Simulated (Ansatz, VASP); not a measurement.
# One calculation of Ga, two programs

Contents of INCAR:

```
SYSTEM = Ga
ALGO     = Normal         ! electronic algorithm
EDIFF    = 1E-6           ! SCF threshold, eV
ENCUT    = 520            ! plane-wave cutoff, eV
ISIF     = 2              ! what is computed and relaxed
ISMEAR   = 1              ! smearing method
LASPH    = .True.         ! aspherical terms in the spheres
LCHARG   = .True.         ! write CHGCAR
LELF     = .True.         ! ELF
LREAL    = .False.        ! projectors in reciprocal space
LVHAR    = .True.       
LWAVE    = .False.        ! write WAVECAR
NBANDS   = 34             ! bands
NELM     = 80             ! most SCF steps
PREC     = Accurate       ! precision mode
SIGMA    = 0.03           ! smearing width, eV
```

Contents of KPOINTS:

```
k-points
0
Gamma
  8 8 7
  0 0 0
```

File POSCAR:

```
Ga
1.0
    2.2178908173     -3.7419137528      0.0000000000
    2.2178908173      3.7419137528      0.0000000000
    0.0000000000      0.0000000000      4.4249628129
Ga
4
Direct
    0.8443628362      0.1556371638      0.0859373133
    0.6556371638      0.3443628362      0.5859373133
    0.1556371638      0.8443628362      0.9140626867
    0.3443628362      0.6556371638      0.4140626867
```

Input for Ansatz:

```yaml
crystal:
  lattice:
    - [2.2178908173, -3.7419137528, 0.0]
    - [2.2178908173, 3.7419137528, 0.0]
    - [0.0, 0.0, 4.4249628129]
  atoms:
    - { symbol: Ga, position: [0.8443628362, 0.1556371638, 0.0859373133] }
    - { symbol: Ga, position: [0.6556371638, 0.3443628362, 0.5859373133] }
    - { symbol: Ga, position: [0.1556371638, 0.8443628362, 0.9140626867] }
    - { symbol: Ga, position: [0.3443628362, 0.6556371638, 0.4140626867] }
hamiltonian:
  xc: lda
  pseudopotentials:
    kind: paw
    azcp:
      Ga: "pseudopotentials/Ga.paw.azcp"
basis:
  ecutwfc: 420
  fft_grid_basis: typed
kpoints:
  mp_grid: { grid: [8, 8, 7], shift: [0, 0, 0] }
magnetization:
  spin_polarized: false
scf:
  occupations: { method: cold, width: 0.03 }
  lower_state_search: "off"
output:
  stress: true
  write_density: true
  write_potential: true
  elf: true
  volumetric_format: npy
```

Alike in both runs: task single point; functional LDA; k mesh 8 × 8 × 7; no spin polarisation.

```csv
,VASP,Ansatz
version,VASP 6.6.1,Ansatz 0.2.0
potentials or method,"VASP PAW LDA potentials, release 64 (Ga_d)","plane waves (420 eV) with PAW, scalar-relativistic"
plane-wave cutoff (eV),520,420
occupations,"methfessel-paxton of order 1, width 0.03 eV","cold, width 0.03 eV"
valence electrons in the cell,52,52
```

|  | VASP | Ansatz | Ansatz less VASP |
| --- | --- | --- | --- |
| pressure (GPa) | 0.1 | 0.0 | -0.10 |
| largest component of the traceless stress (GPa) | 0.16 | 0.12 | -0.042 |

Ansatz warned: «pseudo_functional_mismatch».
